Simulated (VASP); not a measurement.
## Al2Au: equation of state with LDA

The system is Al2Au.

```
Au Al
1.0
     0.00000    2.97905    2.97905
     2.97905    0.00000    2.97905
     2.97905    2.97905    0.00000
Au Al
1 2
Direct
  0.00000 0.00000 0.00000
  0.75000 0.75000 0.75000
  0.25000 0.25000 0.25000
```

```
Program                : VASP 6.6.1
Task                   : equation of state
Functional             : LDA
Potentials or basis    : VASP PAW LDA potentials, release 64 (Au, Al)
Cutoff                 : 520 eV
k mesh                 : 8 × 8 × 8
Occupations            : fermi-dirac, width 0.05 eV
Spin                   : no spin polarisation
Ladder                 : gaps
Further INCAR settings : ALGO = Normal; EDIFF = 1e-06
```

```json
{"Equilibrium volume": "17.63 Å³/atom", "Bulk modulus": "120 GPa", "Pressure derivative of the bulk modulus": "4.9 (rough: it moves with the points fitted)"}
```

Energy against volume, from the lowest point:
| volume (Å³/atom) | energy (meV/atom) |
| --- | --- |
| 16.921 | 11.52 |
| 17.273 | 2.77 |
| 17.626 | 0.00 |
| 17.978 | 2.52 |
| 18.331 | 9.76 |

All runs of the series together: 52 s on 1 thread of Intel(R) Xeon(R) Platinum 8259CL CPU @ 2.50GHz (Skylake/Cascade Lake), with other jobs on the host.

The run has no spin-orbit coupling, so splittings on Au are missing.
